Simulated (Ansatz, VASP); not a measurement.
## Al2Pt: VASP beside Ansatz

The input INCAR:

```
SYSTEM = Al2Pt
PREC = Accurate
ENCUT = 520
EDIFF = 1E-6
ISMEAR = 1
SIGMA = 0.2
LREAL = .FALSE.
LASPH = .TRUE.
NELM = 80
ALGO = Normal
ISIF = 2
LWAVE = .FALSE.
LCHARG = .TRUE.
LDIPOL = .TRUE.
IDIPOL = 3
DIPOL = 0.5 0.5 0.500
GGA = PE
LELF = .TRUE.
LVHAR = .TRUE.
LVACPOTAV = .TRUE.
NBANDS = 34
```

KPOINTS

```
Automatic mesh
0
G
  9 9 1
  0 0 0
```

POSCAR

```
Al2Pt
1.0
    4.2047455503      0.0000000000      0.0000000000
   -2.1023727751      3.6414164630      0.0000000000
    0.0000000000      0.0000000000     23.5829009136
Al Pt
6 3
Direct
    0.0000000000      0.0000000000      0.3180270327
    0.3333333333      0.6666666667      0.3908162196
    0.6666666667      0.3333333333      0.4636054065
    0.0000000000      0.0000000000      0.5363945935
    0.3333333333      0.6666666667      0.6091837804
    0.6666666667      0.3333333333      0.6819729673
    0.6666666667      0.3333333333      0.3544216262
    0.3333333333      0.6666666667      0.5000000000
    0.0000000000      0.0000000000      0.6455783738
```

Input for Ansatz:

```yaml
crystal:
  lattice:
    - [4.2047455503, 0.0, 0.0]
    - [-2.1023727751, 3.641416463, 0.0]
    - [0.0, 0.0, 23.5829009136]
  atoms:
    - { symbol: Al, position: [0.0, 0.0, 0.3180270327] }
    - { symbol: Pt, position: [0.6666666667, 0.3333333333, 0.3544216262] }
    - { symbol: Al, position: [0.3333333333, 0.6666666667, 0.3908162196] }
    - { symbol: Al, position: [0.6666666667, 0.3333333333, 0.4636054065] }
    - { symbol: Pt, position: [0.3333333333, 0.6666666667, 0.5] }
    - { symbol: Al, position: [0.0, 0.0, 0.5363945935] }
    - { symbol: Al, position: [0.3333333333, 0.6666666667, 0.6091837804] }
    - { symbol: Pt, position: [0.0, 0.0, 0.6455783738] }
    - { symbol: Al, position: [0.6666666667, 0.3333333333, 0.6819729673] }
basis:
  ecutwfc: 420
kpoints:
  mp_grid: { grid: [9, 9, 1] }
hamiltonian:
  xc: pbe
scf:
  occupations: { method: cold, width: 0.2 }
output:
  forces: true
  stress: true
  eigenvalues: true
efield:
  axis: 3
  dipole_correction: true
  ramp_width: 0.04
```

Alike in both runs: task single point; functional PBE; k mesh 9 × 9 × 1; no spin polarisation.

|  | VASP | Ansatz |
| --- | --- | --- |
| version | VASP 6.6.1 | Ansatz 0.2.0 |
| potentials or method | VASP PAW PBE potentials, release 64 (Al, Pt) | scalar-relativistic, plane waves, PAW |
| plane-wave cutoff (eV) | 520 | 420 |
| occupations | methfessel-paxton of order 1, width 0.2 eV | cold, width 0.2 eV |
| valence electrons in the cell | 48 | 72 |

Ansatz gave:

* gap on the k mesh at the Fermi level (eV): none
* rms of the force components (eV/Å): 0.209
* work function, face that differs most (eV): 4.05

Task: Estimate VASP's values.

Result: gap on the k mesh at the Fermi level (eV): none; rms of the force components (eV/Å): 0.217; work function, face that differs most (eV): 4.03.

A gap of «none» marks a metal or a gap that the smearing closes. The two sets of potentials don't hold the same shells in valence.

The runs have no spin-orbit coupling, so splittings on Pt are missing.
